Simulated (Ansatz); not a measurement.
input.yaml (Ansatz)

```yaml
crystal:
  lattice:
    - [5.2354682548, 0.0, 0.0]
    - [-2.6177341274, 4.5340485093, 0.0]
    - [0.0, 0.0, 3.2459463361]
  atoms:
    - { symbol: In, position: [0.0, 1.0, 0.0] }
    - { symbol: In, position: [0.3333333333, 0.6666666667, 0.5] }
    - { symbol: In, position: [0.6666666667, 0.3333333333, 0.5] }
hamiltonian:
  xc: pbe
  pseudopotentials:
    kind: paw
    azcp:
      In: "pseudopotentials/In.paw.azcp"
basis:
  ecutwfc: 420
  fft_grid_basis: typed
kpoints:
  mp_grid: { grid: [8, 8, 11], shift: [0, 0, 0] }
magnetization:
  spin_polarized: false
scf:
  occupations: { method: fermi_dirac, width: 0.1 }
  lower_state_search: "off"
output:
  stress: true
```

Output

```
Engine: ansatz 0.2.0, x86_64-unknown-linux-gnu
Pseudopotentials: kind: paw
Pseudopotential: In, paw, valence charge 13, recommended cutoff 420 eV (normal) 
Functional definition: PBE
  parameter kappa = 0.804
  parameter beta = 0.06672455060314922
  exchange = pbe_x(kappa = kappa, mu = beta*pi^2/3)
  correlation = pbe_c(beta = beta)
Crystal: 3 atoms, lattice volume = 77.052 Å³
Basis set: ecut = 420 eV, 1529 PW (Γ)
Bands: 24, of which v1, the nominal top of the filled ones, is band 20 counted from 1 (19 counted from 0)
Symmetry: 24 space group operations
Space group: P6/mmm (ITA 191), of the structure as read, at distance tolerance 4.3e-5 Å
k-points: 60 of 704
Non-local potential: In, projectors of the file, l = 0: 2, l = 1: 2, l = 2: 2, l = 3: 2
PAW form: soft (Blöchl's): semilocal exchange-correlation on the pseudo side does not see the compensation charge
PAW one-centre angular grid: In, 590 points (default); XC on 64 Gauss nodes
Initial density: superposition of atomic densities (neutral atoms: chi_scale 0, normalization atom), corrected by the library's trained network
Initial wavefunctions: pseudopotential atomic-orbital guess
Functional: x = pbe(κ = 0.804, μ = 0.2195149727645171), c = pbe(β = 0.06672455060314922)
SCF iter   1: F=—  HF=-16793.408535 eV  |F-HF|=—  |Δ(HF+E_count)|=         —  Δρ=1.10e-3  dr2=5.07e-4  ethr=1.77e-3  ⟨swp⟩=5.7  Hψ=6223  notcnv=0
SCF iter   2: F=—  HF=-16793.405637 eV  |F-HF|=—  |Δ(HF+E_count)|=   2.90e-3  Δρ=5.11e-4  dr2=1.84e-4  ethr=1.30e-6  ⟨swp⟩=2.0  Hψ=3088  notcnv=0
SCF iter   3: F=—  HF=-16793.405664 eV  |F-HF|=—  |Δ(HF+E_count)|=   2.71e-5  Δρ=3.13e-4  dr2=5.95e-5  ethr=4.71e-7  ⟨swp⟩=2.5  Hψ=2645  notcnv=0
SCF iter   4: F=—  HF=-16793.405697 eV  |F-HF|=—  |Δ(HF+E_count)|=   3.30e-5  Δρ=1.02e-4  dr2=5.00e-6  ethr=1.53e-7  ⟨swp⟩=2.8  Hψ=2651  notcnv=0
SCF iter   5: F=—  HF=-16793.405696 eV  |F-HF|=—  |Δ(HF+E_count)|=   6.00e-7  Δρ=2.11e-5  dr2=2.57e-7  ethr=1.28e-8  ⟨swp⟩=2.0  Hψ=2437  notcnv=0
SCF iter   6: F=-16793.405696 eV  HF=-16793.405696 eV  |F-HF|=2.89e-9  |Δ(HF+E_count)|=   3.15e-8  Δρ=4.37e-6  dr2=1.40e-8  ethr=2.56e-10  ⟨swp⟩=4.2  Hψ=4435  notcnv=0
SCF 1 converged in 6 iterations: F = -16793.405696 eV  dr2 = 1.40e-8
SCF converged after 6 iterations
Free energy (F): -16793.405696 eV
Harris-Foulkes:  -16793.405696 eV  (|F-HF|=2.89e-9)
Internal energy: -16793.344912 eV  (E = F + TS)
E sigma→0 (E₀):  -16793.375304 eV
Entropy (-TS):   -0.060784 eV (-20.261 meV/atom)
Fermi energy:    10.579488 eV
--- Per-component energies (eV) ---
  E_band       = -61.567347
  E_kinetic    = 725.368420
  E_local      = -3202.582337  (includes V_loc(G=0)·N_el)
  E_nonlocal   = 1098.209765
  E_hartree    = 1257.571613
  E_xc         = -648.671141
  E_vxc        = -300.869699  (∫ρ·V_xc dr)
  E_paw        = -12456.397706  (= ΣΔE_a)
  E_vpaw       = -896.841156  (= ΣTr[D̂ρ^β])
  E_aug_tail   = 0.000077  (compensation charges beyond the density's cutoff)
  E_ewald      = -3566.843604
  E_smearing   = -0.060784  (= −TS)
  E_closure    = -0.000000  (closes the sum)
  Σ components = -16793.405696   (vs F -16793.405696, Δ=0.00e0)
--- Stress (GPa, compression-positive) ---
        3.749242       0.000000       0.000000
        0.000000       3.749242       0.000000
        0.000000       0.000000       3.293084
  P = ⅓ Tr σ = 3.5972 GPa (35.972 kbar)
```
